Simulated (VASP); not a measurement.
Runs of VASP 6.6.1 on Cu. Symmetry: Cmcm, No. 63, orthorhombic system. The conventional cell has a = 2.437 Å, b = 7.953 Å, c = 2.475 Å, α = 90.00°, β = 90.00°, γ = 90.00°. Around Cu (site symmetry m2m) lie 10 Cu at 2.44 to 2.54 Å. This isn't the form of Cu at room conditions, which is fcc.

```tsv
level	gap on the mesh (eV)	pressure (GPa)	relaxed volume (Å³/atom)
PBE+D3	none	0.1	(a)
PBE+D4	none	0.0	12.04
PBE+TS	none	0.0	11.86
PBE+D3(BJ)	none	0.1	11.93
```

Alike in all rows: task relaxation of cell and atoms; potentials or basis VASP PAW PBE potentials, release 64 (Cu); no spin polarisation; cell relaxed; k mesh 11 × 11 × 11; cutoff (eV) 600; smearing fermi-dirac 0.05 eV.

Q: Fill in the values left out.

A: (a) 12.01.

Caveats: pairwise dispersion overbinds metals, which lowers pressure and volume; atom-pairwise D2, TS and ULG terms overbind metals (some runs).

A gap of «none» marks a metal or a gap under the smearing width.
